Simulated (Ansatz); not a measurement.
# CoSi2/Si/NiSi2: predicting the conductance of a thicker barrier

How it was computed: Ansatz 0.2.0, plane waves with PAW datasets, PBE. Interfaces are relaxed in a short slab (with D3(BJ) where the barrier is layered), set between ideal electrode layers that go on as semi-infinite leads, and the zero-bias conductance G at 300 K comes from T(E) on a typed mesh. The error is the largest of the program's estimates from energy step, mesh, the leads' potential steps and neutrality; its separate bound for narrow resonances between the energies solved isn't counted and can be far larger. The lower electrode is CoSi2 (fluorite 111 turned by 180 degrees  type B), the upper NiSi2 (fluorite 111 turned by 180 degrees  type B) and the barrier Si (diamond 111), on a net of side 3.79 Å; d is the distance between the electrodes' last planes.

Runs in hand:

| planes in the barrier | d (Å) | G (S/m²) | error (%) | lead step (meV) |
| --- | --- | --- | --- | --- |
| 4 | 8.76 | 8.14e13 | 13 | 6 |
| 6 | 11.96 | 4.80e13 | 17 | 6 |
| 8 | 15.15 | 2.68e13 | 19 | 6 |
| 12 | 21.54 | 8.72e12 | 27 | 6 |

**Question.** A further run has 14 planes, d = 24.74 Å. Fit G ∝ exp(−βd) to the rows shown and predict its conductance.

**Worked fit.** Take y = ln G: 32.03, 31.50, 30.92 and 29.80. The means are d = 14.35 Å and y = 31.06; Σ(Δd Δy) = −15.68 and Σ(Δd)² = 89.30, so the slope is −0.176 Å⁻¹ (β = 0.176 Å⁻¹). At d = 24.74 Å, y = 31.06 − 0.176 × 10.39 = 29.24, or G = 4.99e12 S/m².

What the calculation gave: The run gave 5.03e12 S/m², with an error estimate of 31 % and a lead step of 6 meV. The prediction is 0.993 times that, a miss under 10 %.

**Limits.** The interfaces are ideal, one cell wide, strained to a common net and relaxed from one registry with their symmetry kept. PBE's gaps are too small, so true decay constants are likely larger where the Fermi level lies deep in a gap. No spin-orbit coupling, phonons, disorder or image charges enter. The rows shown are chosen by tests on error estimates (under 100 to 120 %), lead steps (under 150 meV, though the program warns over 25), intact interfaces and, for fits, a steady trend in the rows shown; the data set holds 414 series of this kind, and not all pass.
